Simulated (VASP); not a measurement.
Input:

```xyz
2
Lattice="4.6688 0.0000 0.0000 0.0000 4.6688 0.0000 0.0000 0.0000 4.6688" Properties=species:S:1:pos:R:3 pbc="T T T"
Cs     0.0000     0.0000     0.0000
I      2.3344     2.3344     2.3344
```

Method: PBE GGA, VASP's PBE PAW potentials (set 64) (plane waves; VASP). Run with 400 eV cut-off, 6×6×6 Γ-centred mesh, Gaussian smearing of 0.010 eV, potentials Cs_sv I.

Question: Give the electronic dielectric tensor ε∞ (DFPT, local fields included).

Answer: 
```
3.20  0.00  0.00
0.00  3.20  0.00
0.00  0.00  3.20
```

Question: Give the Born effective charges.

Answer: 
```tsv
atom	Z*xx	Z*yy	Z*zz	mean
Cs1	1.32	1.32	1.32	1.32
I2	-1.32	-1.32	-1.32	-1.32
```

The compound is CsI in the CsCl type structure. It was relaxed first, which changed the volume by +7 %.
